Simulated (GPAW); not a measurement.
# SnTe (Fm-3m) in GPAW: settings compared

The runs below take SnTe through single point, electron localisation function, with LDA, PBE.

All numbers are computed with GPAW 26.7.0; they aren't measurements. Logs are shortened: lines on timing, memory, paths and dates and some standing lists are left out, and cuts for length are marked. The log counts tension as positive stress, the text compression.

**The experiment to reproduce.**

From a printed reference work, textbook, for a bulk crystal of SnTe at 300 K: band gap 0.18 eV (direct).

How close the calculation comes is told below.

### Step 1. The structure

It takes space group Fm-3m (No. 225, cubic). Conventional cell: a = 6.302 Å, b = 6.302 Å, c = 6.302 Å, α = 90.00°, β = 90.00°, γ = 90.00°. Around Te (site symmetry m-3m) lie 6 Sn at 3.15 Å. Sn (site symmetry m-3m) has 6 Te at 3.15 Å as nearest neighbours.

### Step 2. Single point, LDA

Contents of run.py:

```python
from ase.dft.bandgap import bandgap
from ase.io import write
from ase.spacegroup import crystal
from ase.units import GPa
from gpaw import GPAW, PW

# Te 4b
# Sn 4a
atoms = crystal(['Te', 'Sn'],
                basis=[[0.5, 0.0, 0.0],
                       [0.0, 0.0, 0.0]],
                spacegroup=225, setting=1,  # Fm-3m
                cellpar=[6.3017, 6.3017, 6.3017, 90.0, 90.0, 90.0],
                primitive_cell=True)

calc = GPAW(mode=PW(450),
            xc='LDA',
            kpts={'size': (6, 6, 6), 'gamma': True},
            occupations={'name': 'fermi-dirac', 'width': 0.05},
            nbands=19,
            convergence={'density': 1e-05, 'energy': 1e-05},
            maxiter=80,
            txt='gpaw.txt')
atoms.calc = calc
energy = atoms.get_potential_energy()
forces = atoms.get_forces()
stress = atoms.get_stress()
calc.write('gs.gpw')
write('result.traj', atoms)
print(f'Energy: {energy:.6f} eV')
print('Forces (eV/A):')
print(forces.round(4))
print('Stress (GPa):', (stress / GPa).round(3))
print('Fermi level:', round(calc.get_fermi_level(), 4), 'eV')
print(f'Gap: {bandgap(calc)[0]:.4f} eV, direct: {bandgap(calc, direct=True)[0]:.4f} eV')
```

Potentials or basis: the program's PAW data sets (release 1.2.1) made for this functional, pw.

Command:

```console
$ OMP_NUM_THREADS=1 python run.py
```

gpaw.txt:

```text
__  _  _
 | _ |_)|_||  |
 |__||  | ||/\| - 26.7.0

Input parameters:
  mode=PW(ecut=450.00000000000006),
  convergence={'density': 1e-05, 'energy': 1e-05},
  kpts=MonkhorstPack(size=(6, 6, 6), gamma=True),
  maxiter=80,
  nbands=19,
  occupations=Occupations(name='fermi-dirac', width=0.05),
  xc=XC(name='LDA')

Diagonalizing LCAO Hamiltonian
Converting LCAO to pw mode

                 Te

       Sn

Atoms  # Å, Bohr magnetons
|   | symbol |        x |        y |        z |    initial magnetic moments |
|---|--------|----------|----------|----------|-----------------------------|
| 0 |     Te | 3.150850 | 3.150850 | 3.150850 | ( 0.0000,  0.0000,  0.0000) |
| 1 |     Sn | 0.000000 | 0.000000 | 0.000000 | ( 0.0000,  0.0000,  0.0000) |

Unit cell  # Å
| periodic |        x |        y |        z |  lengths |    angles |
|----------|----------|----------|----------|----------|-----------|
|      yes | 0.000000 | 3.150850 | 3.150850 | 4.455975 | 60.000000 |
|      yes | 3.150850 | 0.000000 | 3.150850 | 4.455975 | 60.000000 |
|      yes | 3.150850 | 3.150850 | 0.000000 | 4.455975 | 60.000000 |

Number of symmetries: 48
Symmetry operations  # r_c * U_cc + t_c -> r_c
|    | kind |            matrix            |
|----|------|------------------------------|
|  0 |  σ   |  1, 0, 0,  1, 0,-1,  1,-1, 0 |
|  1 |  C2  |  1, 0, 0,  1,-1, 0,  1, 0,-1 |
|  2 |  E   |  1, 0, 0,  0, 1, 0,  0, 0, 1 |
|  3 |  σ   |  1, 0, 0,  0, 0, 1,  0, 1, 0 |
|  4 |  C4  |  1, 0,-1,  1, 0, 0,  1,-1, 0 |
|  5 |  S6  |  1, 0,-1,  1,-1, 0,  1, 0, 0 |
|  6 |  σ   |  1, 0,-1,  0, 1,-1,  0, 0,-1 |
|  7 |  C3  |  1, 0,-1,  0, 0,-1,  0, 1,-1 |
|  8 |  S6  |  1,-1, 0,  1, 0, 0,  1, 0,-1 |
|  9 |  C4  |  1,-1, 0,  1, 0,-1,  1, 0, 0 |
| 10 |  C3  |  1,-1, 0,  0,-1, 1,  0,-1, 0 |
| 11 |  σ   |  1,-1, 0,  0,-1, 0,  0,-1, 1 |
| 12 |  σ   |  0, 1, 0,  1, 0, 0,  0, 0, 1 |
| 13 |  C4  |  0, 1, 0,  0, 1,-1, -1, 1, 0 |
| 14 |  C3  |  0, 1, 0,  0, 0, 1,  1, 0, 0 |
| 15 |  S6  |  0, 1, 0, -1, 1, 0,  0, 1,-1 |
| 16 |  C2  |  0, 1,-1,  1, 0,-1,  0, 0,-1 |
| 17 |  σ   |  0, 1,-1,  0, 1, 0, -1, 1, 0 |
| 18 |  S4  |  0, 1,-1,  0, 0,-1,  1, 0,-1 |
| 19 |  C4  |  0, 1,-1, -1, 1, 0,  0, 1, 0 |
| 20 |  C3  |  0, 0, 1,  1, 0, 0,  0, 1, 0 |
| 21 |  σ   |  0, 0, 1,  0, 1, 0,  1, 0, 0 |
| 22 |  S6  |  0, 0, 1,  0,-1, 1, -1, 0, 1 |
| 23 |  C4  |  0, 0, 1, -1, 0, 1,  0,-1, 1 |
| 24 |  S4  |  0, 0,-1,  1, 0,-1,  0, 1,-1 |
| 25 |  C3  |  0, 0,-1,  0, 1,-1,  1, 0,-1 |
| 26 |  C2  |  0, 0,-1,  0,-1, 0, -1, 0, 0 |
| 27 |  S6  |  0, 0,-1, -1, 0, 0,  0,-1, 0 |
| 28 |  S4  |  0,-1, 1,  1,-1, 0,  0,-1, 0 |
| 29 |  C4  |  0,-1, 1,  0, 0, 1, -1, 0, 1 |
| 30 |  C2  |  0,-1, 1,  0,-1, 0,  1,-1, 0 |
| 31 |  σ   |  0,-1, 1, -1, 0, 1,  0, 0, 1 |
| 32 |  C3  |  0,-1, 0,  1,-1, 0,  0,-1, 1 |
| 33 |  S6  |  0,-1, 0,  0, 0,-1, -1, 0, 0 |
| 34 |  S4  |  0,-1, 0,  0,-1, 1,  1,-1, 0 |
| 35 |  C2  |  0,-1, 0, -1, 0, 0,  0, 0,-1 |
| 36 |  C2  | -1, 1, 0,  0, 1, 0,  0, 1,-1 |
| 37 |  S6  | -1, 1, 0,  0, 1,-1,  0, 1, 0 |
| 38 |  S4  | -1, 1, 0, -1, 0, 1, -1, 0, 0 |
| 39 |  C3  | -1, 1, 0, -1, 0, 0, -1, 0, 1 |
| 40 |  S6  | -1, 0, 1,  0, 0, 1,  0,-1, 1 |
| 41 |  C2  | -1, 0, 1,  0,-1, 1,  0, 0, 1 |
| 42 |  C3  | -1, 0, 1, -1, 1, 0, -1, 0, 0 |
| 43 |  S4  | -1, 0, 1, -1, 0, 0, -1, 1, 0 |
| 44 |  C2  | -1, 0, 0,  0, 0,-1,  0,-1, 0 |
| 45 |  i   | -1, 0, 0,  0,-1, 0,  0, 0,-1 |
| 46 |  σ   | -1, 0, 0, -1, 1, 0, -1, 0, 1 |
| 47 |  C2  | -1, 0, 0, -1, 0, 1, -1, 1, 0 |

BZ-sampling:
  Number of BZ points: 216
  Number of IBZ points: 16

  Monkhorst-Pack size: [6, 6, 6]
  Monkhorst-Pack shift: [0.08333333333333333, 0.08333333333333333, 0.08333333333333333]

K-points  # in reciprocal-cell coordinates
|     |                                coordinates |     weight |
|-----|--------------------------------------------|------------|
|   0 | (  0.00000000,   0.00000000,   0.00000000) | 0.00462963 |
|   1 | (  0.16666667,   0.16666667,   0.00000000) | 0.02777778 |
|   2 | (  0.16666667,   0.16666667,   0.16666667) | 0.03703704 |
|   3 | (  0.33333333,   0.16666667,   0.16666667) | 0.05555556 |
|   4 | (  0.33333333,   0.33333333,  -0.33333333) | 0.05555556 |
|   5 | (  0.33333333,   0.33333333,   0.00000000) | 0.02777778 |
|   6 | (  0.33333333,   0.33333333,   0.16666667) | 0.11111111 |
|   7 | (  0.33333333,   0.33333333,   0.33333333) | 0.03703704 |
|   8 | (  0.50000000,   0.33333333,  -0.33333333) | 0.11111111 |
|   9 | (  0.50000000,   0.33333333,  -0.16666667) | 0.05555556 |
| ... |                                            |            |
|  15 | (  0.50000000,   0.50000000,   0.50000000) | 0.01851852 |

Plane wave coefficients: 1380
Cutoff: 450.00000000000006 eV

Spin-components: 1 (collinear spins)
Bands:           19
Projectors:      11
Spin-degeneracy: 2
Datatype:        complex128

Density:
  Valence electrons: 20.0
  Components: 1
  Grid points: [24 24 24]
  Charge: 0.0  # |e|

Potential:
  Grid points: [24 24 24]

species:
  Te:
    name:    Tellurium
    Z:       52.0
    valence: 6
    core:    46
    charge:  0.0  # [|e|]
    compensation charges:
      type: gauss
      rc: 0.36  # [Å]
      lmax: 2
    cutoffs:
      filter: 2.09  # [Å]
      core: 3.17  # [Å]
    projectors
    | kind |    occ | energy [eV] | rcut [Å] |
    |------|--------|-------------|----------|
    |   5s |  2.000 |     -15.337 |    1.180 |
    |   5p |  4.000 |      -6.113 |    1.196 |
    |    s |        |      11.875 |    1.180 |
    |    p |        |      21.098 |    1.196 |
    |    d |        |       0.000 |    1.238 |

    Using partial waves for Te as LCAO basis

  Sn:
    name:    Tin
    Z:       50.0
    valence: 14
    core:    36
    charge:  0.0  # [|e|]
    compensation charges:
      type: gauss
      rc: 0.38  # [Å]
      lmax: 2
    cutoffs:
      filter: 2.23  # [Å]
      core: 2.35  # [Å]
    projectors
    | kind |    occ | energy [eV] | rcut [Å] |
    |------|--------|-------------|----------|
    |   5s |  2.000 |     -10.799 |    1.201 |
    |   5p |  2.000 |      -3.869 |    1.270 |
    |   4d | 10.000 |     -25.910 |    1.185 |
    |    s |        |      16.413 |    1.201 |
    |    p |        |      23.342 |    1.270 |
    |    d |        |       1.302 |    1.185 |

    Using partial waves for Sn as LCAO basis

Reference energy: -352503.082954  # eV

eigensolver:
  PPCG
  Converge bands: occupied
  niter=2

density mixing:
  MSR1-Mixer
  Pratt-step length: 0.05
  Maximum mixing coefficient: 0.75
  Old densities: 10
  SVD Regularization: 0.005
  Good broyden scale: 1.0
  Trust region scale: 1.0
  Backstep threshold: 4.0
  History deletion threshold: 6.0
  Fourier metric: weight=20.0, sigma=0.015

occupation numbers:
  Fermi-Dirac:
    width: 0.0500  # eV

poisson solver:
  ecut: 3600.0000000000005  # eV

xc functional:
  name: None

convergence criteria:
- Maximum integral of absolute [dens]ity change: 1e-05 electrons / valence electron
- Maximum [total energy] change in last 3 cyles: 1e-05 eV / valence electron
- Maximum integral of absolute [eigenst]ate change: 4e-08 eV^2 / valence electron
maximum number of iterations: 80

SCF iterations
|iter     | |      energy | eigst |  dens |
|---------|-|-------------|-------|-------|
|iter:   1| |   -9.134464 | -0.19 |       |
|iter:   2| |   -9.126583 | -2.39 | -1.49 |
|iter:   3| |   -9.084840 | -2.85 | -1.53 |
|iter:   4| |   -9.084210 | -4.36 | -2.13 |
|iter:   5| |   -9.084180 | -5.12 | -2.65 |
|iter:   6| |   -9.084182c| -6.54 | -3.35 |
|iter:   7| |   -9.084183c| -7.88c| -4.22 |
|iter:   8| |   -9.084183c| -7.99c| -4.79 |
|iter:   9| |   -9.084183c| -8.61c| -6.01c|

Converged in 9 steps
Energy contributions relative to reference atoms: (reference = -352503.082954)

Energy contributions:
  Kinetic:          11.483904
  Coulomb:         -11.938132
  Zero:              0.146997
  External:          0.000000
  Xc:               -8.775898
  Entropy:          -0.002106
  Spinorbit:         0.000000
  ----------------------------
  Free energy:      -9.085235
  Extrapolated:     -9.084183

dipole moment: (-21.527665, -21.527665, -21.527665)  # |e|*Ang

Fermi level: 6.121
Eigenvalues  # (at kpt = [0.000, 0.000, 0.000])
| band index |      eig [eV] | occ [0-2] |
|------------|---------------|-----------|
|          0 |       -15.631 |     2.000 |
|        ... |               |           |
|          2 |       -15.620 |     2.000 |
|          3 |       -15.620 |     2.000 |
|          4 |       -15.620 |     2.000 |
|          5 |        -6.703 |     2.000 |
|          6 |         1.292 |     2.000 |
|          7 |         3.999 |     2.000 |
|          8 |         3.999 |     2.000 |
|          9 |         3.999 |     2.000 |
|         10 |         9.404 |     0.000 |
|         11 |         9.404 |     0.000 |
|         12 |         9.404 |     0.000 |
|         13 |        10.963 |     0.000 |
|         14 |        10.963 |     0.000 |
|         15 |        10.963 |     0.000 |
|         16 |        12.922 |     0.000 |
|         17 |        13.151 |     0.000 |
|         18 |        13.151 |     0.000 |

Gap: 0.113 eV
Transition (v -> c):
  (s=0, k=15, n=9, [0.50, 0.50, 0.50]) -> (s=0, k=15, n=10, [0.50, 0.50, 0.50])
No difference between direct/indirect transitions

Forces  # eV/Ang
|        x |       y |       z |
|----------|---------|---------|
| -0.00000 | 0.00000 | 0.00000 |  # Te   0
| -0.00000 | 0.00000 | 0.00000 |  # Sn   1

Stress tensor  # eV/Ang^3
|        x |        y |        z |
|----------|----------|----------|
| 0.016433 | 0.000000 | 0.000000 |
| 0.000000 | 0.016433 | 0.000000 |
| 0.000000 | 0.000000 | 0.016433 |

# Writing to gs.gpw (mode='')
```

It took 9.9 s on 1 thread of Arm Neoverse V1, shared host; peak memory 0.14 GiB.

Results:

```
Free energy            : -9.0852 eV
Pressure               : -2.6 GPa
Band gap on the k mesh : 0.11 eV, direct
```

Caveat: the cutoff is short for stress and forces, so pressures can be off by a GPa or more; spin-orbit coupling is left out, which moves the levels of the heavy elements.

### Step 3. Single point, PBE

Contents of POSCAR:

```
SnTe
1.0
    0.0000000000      3.1508500000      3.1508500000
    3.1508500000      0.0000000000      3.1508500000
    3.1508500000      3.1508500000      0.0000000000
Te Sn
1 1
Direct
    0.5000000000      0.5000000000      0.5000000000
    0.0000000000      0.0000000000      0.0000000000
```

Potentials or basis: GPAW PAW data sets (gpaw-data 1.2.1), pw.

Command:

```console
$ OMP_NUM_THREADS=1 gpaw run POSCAR -p 'mode=PW(600),xc=PBE,kpts={size:(7,7,7),gamma:True},occupations={name:fermi-dirac,width:0.05},nbands=19,convergence={density:1e-05,energy:1e-05},maxiter=150,txt=gpaw.txt' --properties efs -w gs.gpw
```

Wall time 13 s (1 thread of Intel Xeon Platinum 8488C (Sapphire Rapids), shared host); peak memory 0.17 GiB.

The run converged. Its results:

```
Free energy : -7.8172 eV
Pressure    : 1.9 GPa
```

Levels at points of the mesh, in eV from the Fermi level:
| k point | band 6 | band 7 | band 8 | band 9 | band 10 | band 11 | band 12 | band 13 | band 14 | band 15 |
| --- | --- | --- | --- | --- | --- | --- | --- | --- | --- | --- |
| (0.00, 0.00, 0.00) | -12.87 | -4.73 | -2.23 | -2.23 | -2.23 | 3.27 | 3.27 | 3.27 | 4.70 | 4.70 |

Caveat: this odd mesh misses L, where the gap lies, so gap, dielectric constants and Born charges aren't listed. The run has no spin-orbit coupling, so splittings on Te are missing.

(Part 1 of 2 ends here.)
